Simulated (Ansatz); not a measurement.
From the elastic tensor of Hf to moduli and sound speeds

Computed with DFT PBE, scalar-relativistic, plane waves, PAW in Ansatz. Plane waves to 420 eV; Γ-centred k mesh 18×18×8; Fermi-Dirac smearing of 0.15 eV. No spin polarisation.

It takes space group P6_3/mmc (No. 194, hexagonal). The conventional cell has a = 3.203 Å, b = 3.203 Å, c = 5.081 Å, α = 90.00°, β = 90.00°, γ = 120.00°. Hf (site symmetry -6m2) has 12 Hf at 3.14 to 3.20 Å as nearest neighbours.

In a metal, frequencies and elastic constants depend on the k mesh and the smearing, soft modes and shear constants most. Spin–orbit coupling is left out, which can shift energies with elements as heavy as these.

Relaxed-ion constants (GPa, on the Cartesian axes of the calculation):
C11 = 168.8, C12 = 78.9, C13 = 66.5, C22 = 168.8, C23 = 66.5, C33 = 192.5, C44 = 46.8, C55 = 46.8, C66 = 45.0 GPa; the others vanish.

Density 13.129 g/cm³; 2 atoms in 45.15 Å³.

The values that follow are for a polycrystal of randomly turned grains, by Hill's mean where one number stands.

With S = C⁻¹: B_V = (C11+C22+C33+2(C12+C13+C23))/9, G_V = (C11+C22+C33−C12−C13−C23+3(C44+C55+C66))/15, 1/B_R = S11+S22+S33+2(S12+S13+S23), 15/G_R = 4(S11+S22+S33−S12−S13−S23)+3(S44+S55+S66); Hill is their mean. Then v_l = √((B+4G/3)/ρ), v_t = √(G/ρ), v_m = [(2/v_t³+1/v_l³)/3]^(−1/3) and Θ = (ħ/k_B)·v_m·(6π²n/V)^(1/3) for n atoms in the volume V; E = 9BG/(3B+G), ν = (3B−2G)/(2(3B+G)) and A^U = 5G_V/G_R + B_V/B_R − 6.

```
Bulk modulus, Voigt / Reuss / Hill          : 106.0 / 105.9 / 106.0 GPa
Shear modulus, Voigt / Reuss / Hill         : 48.9 / 48.3 / 48.6 GPa
Young's modulus                             : 126 GPa
Poisson ratio                               : 0.301
Pugh ratio B/G                              : 2.18 (over 1.75, the rule of thumb for ductile)
Universal anisotropy index                  : 0.07
Longitudinal and transverse sound speeds    : 3606 and 1924 m/s
Debye temperature from the mean sound speed : 226 K
```

Cost: 1 run of about 10 core-minutes, on Intel Xeon 6975P-C (Granite Rapids) (shared hosts).